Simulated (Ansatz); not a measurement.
An Ansatz input:

```yaml
crystal:
  lattice:
    - [3.1147292043, 1.7982897445, 3.8035046291]
    - [-3.1147292043, 1.7982897445, 3.8035046291]
    - [0.0, -3.5965794891, 3.803504629]
  atoms:
    - { symbol: Hg, position: [0.0, 0.0, 0.0] }
hamiltonian:
  xc: blyp
  pseudopotentials:
    kind: paw
    azcp:
      Hg: "pseudopotentials/Hg.paw.azcp"
basis:
  ecutwfc: 420
  fft_grid_basis: typed
kpoints:
  mp_grid: { grid: [11, 11, 11], shift: [0, 0, 0] }
magnetization:
  spin_polarized: false
scf:
  occupations: { method: fermi_dirac, width: 0.1 }
```

Output

```
Engine: ansatz 0.2.0, x86_64-unknown-linux-gnu
Pseudopotentials: kind: paw
Pseudopotential: Hg, paw, valence charge 20, recommended cutoff 420 eV (normal) 
Functional definition: BLYP
  parameter beta = 0.0042
  parameter a = 0.04918
  parameter b = 0.132
  parameter c = 0.2533
  parameter d = 0.349
  exchange = b88_x(beta = beta)
  correlation = lyp_c(a = a, b = b, c = c, d = d)
Crystal: 1 atoms, lattice volume = 127.825 Å³
Basis set: ecut = 420 eV, 2509 PW (Γ), exchange–correlation on 72×72×72 points (8 copies of the dense FFT grid, shifted against one another)
Bands: 14, of which v1, the nominal top of the filled ones, is band 10 counted from 1 (9 counted from 0)
Symmetry: 12 space group operations
Space group: R-3m (ITA 166), of the structure as read, at distance tolerance 5.0e-5 Å
k-points: 146 of 1331
Non-local potential: Hg, projectors of the file, l = 0: 3, l = 1: 2, l = 2: 2, l = 3: 1
PAW form: soft (Blöchl's): semilocal exchange-correlation on the pseudo side does not see the compensation charge
PAW frozen core: Hg, regenerated for the run's functional, and the local potential with it (the file was generated under x = pbe(κ = 0.804, μ = 0.2195149727645171), c = pbe(β = 0.06672455060314922))
PAW one-centre angular grid: Hg, 590 points (default); XC on 64 Gauss nodes
Initial density: superposition of atomic densities (neutral atoms: chi_scale 0, normalization atom), corrected by the library's trained network
Initial wavefunctions: pseudopotential atomic-orbital guess
Functional: x = b88, c = lyp
SCF iter   1: F=—  HF=-13841.170264 eV  |F-HF|=—  |Δ(HF+E_count)|=         —  Δρ=2.40e-3  dr2=1.03e-2  ethr=1.77e-3  ⟨swp⟩=4.5  Hψ=10153  notcnv=0
SCF iter   2: F=—  HF=-13841.167005 eV  |F-HF|=—  |Δ(HF+E_count)|=   3.26e-3  Δρ=9.16e-4  dr2=6.86e-4  ethr=5.16e-5  ⟨swp⟩=2.0  Hψ=4107  notcnv=0
SCF iter   3: F=—  HF=-13841.166763 eV  |F-HF|=—  |Δ(HF+E_count)|=   2.42e-4  Δρ=2.24e-4  dr2=2.33e-5  ethr=3.43e-6  ⟨swp⟩=2.0  Hψ=3216  notcnv=0
SCF iter   4: F=—  HF=-13841.166751 eV  |F-HF|=—  |Δ(HF+E_count)|=   1.15e-5  Δρ=3.36e-5  dr2=4.17e-7  ethr=1.17e-7  ⟨swp⟩=2.9  Hψ=3504  notcnv=0
iter 5 did not close the SCF: its close was put off for the readings that it lacked (scf_convergence_deferred on its scf_iter line)
SCF iter   5: F=-13841.166751 eV  HF=-13841.166751 eV  |F-HF|=1.21e-9  |Δ(HF+E_count)|=   4.14e-8  Δρ=2.23e-6  dr2=4.84e-9  ethr=2.08e-9  ⟨swp⟩=2.3  Hψ=3504  notcnv=0
SCF iter   6: F=-13841.166751 eV  HF=-13841.166751 eV  |F-HF|=8.73e-11  |Δ(HF+E_count)|=  2.20e-10  Δρ=3.52e-7  dr2=1.29e-10  ethr=2.42e-11  ⟨swp⟩=1.0  Hψ=5528  notcnv=0
SCF 1 converged in 6 iterations: F = -13841.166751 eV  dr2 = 1.29e-10
SCF converged after 6 iterations
Free energy (F): -13841.166751 eV
Harris-Foulkes:  -13841.166751 eV  (|F-HF|=8.73e-11)
Internal energy: -13841.166751 eV  (E = F + TS)
E sigma→0 (E₀):  -13841.166751 eV
Fermi energy:    -0.741410 eV
--- Per-component energies (eV) ---
  E_band       = -674.239574
  E_kinetic    = 605.025430
  E_local      = -4718.245134  (includes V_loc(G=0)·N_el)
  E_nonlocal   = 69.840892
  E_hartree    = 2034.560284
  E_xc         = -217.191717
  E_vxc        = -257.138551  (∫ρ·V_xc dr)
  E_paw        = -9976.569276  (= ΣΔE_a)
  E_vpaw       = -442.844506  (= ΣTr[D̂ρ^β])
  E_aug_tail   = 0.000892  (compensation charges beyond the density's cutoff)
  E_ewald      = -1638.738330
  E_core_change = 0.150209  (= ΣΔE_core)
  E_smearing   = -0.000000  (= −TS)
  E_closure    = -0.000000  (closes the sum)
  Σ components = -13841.166751   (vs F -13841.166751, Δ=0.00e0)
```
